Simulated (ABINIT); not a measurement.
BaS: band structure with PBEsol

The system is BaS.

```xyz
2
Lattice="0.0000 3.1938 3.1938 3.1938 0.0000 3.1938 3.1938 3.1938 0.0000" Properties=species:S:1:pos:R:3 pbc="T T T"
Ba    0.0000    0.0000    0.0000
S     3.1938    3.1938    3.1938
```

- Program: ABINIT 10.8.3 (patched build)
- Task: band structure
- Functional: PBEsol
- Potentials or basis: JTH PAW PBE v2.0
- Cutoff: 544 eV
- k mesh: 7 × 7 × 7
- Occupations: fermi-dirac, width 0.05 eV
- Spin: no spin polarisation
- Fine-grid cutoff: 1088.46 eV
- Exchange and correlation inside the PAW spheres: full angular mesh (pawxcdev 0, this build's default; the released program takes 1)

```json
{
  "Pressure": "-0.7 GPa",
  "Band gap on the k mesh": "2.06 eV, indirect (least direct gap 2.21 eV)",
  "Band gap along the path": "2.00 eV, indirect (least direct gap 2.14 eV)",
  "Valence electrons inside the program's atomic spheres": "Ba 6.50; S 3.56"
}
```

Levels at the corners of the path, in eV from the valence-band top:
| point | band 6 | band 7 | band 8 | band 9 | band 10 | band 11 |
| --- | --- | --- | --- | --- | --- | --- |
| Γ | 0.00 | 0.00 | 0.00 | 3.42 | 3.80 | 3.80 |
| X | -0.54 | -0.14 | -0.14 | 2.00 | 5.91 | 5.93 |
| W | -1.13 | -0.51 | -0.51 | 4.20 | 4.20 | 6.25 |
| K | -0.97 | -0.61 | -0.55 | 3.19 | 5.88 | 6.55 |
| Γ | 0.00 | 0.00 | 0.00 | 3.42 | 3.80 | 3.80 |
| L | -1.98 | -1.10 | -1.10 | 5.48 | 5.51 | 6.28 |
| U | -0.97 | -0.61 | -0.55 | 3.19 | 5.88 | 6.55 |
| W | -1.13 | -0.51 | -0.51 | 4.20 | 4.20 | 6.25 |
| L | -1.98 | -1.10 | -1.10 | 5.48 | 5.51 | 6.28 |
| K | -0.97 | -0.61 | -0.55 | 3.19 | 5.88 | 6.55 |

It took 72 s on 1 thread of Arm Neoverse V1 (shared host), peak memory 0.16 GiB.

Caveat: this set's barium file shifts pressures by 1.5 GPa and gaps by 0.1 eV against other sets; the PAW data sets were made with another functional, which shifts forces and pressure a little; spin-orbit coupling is left out, which moves the levels of the heavy elements.
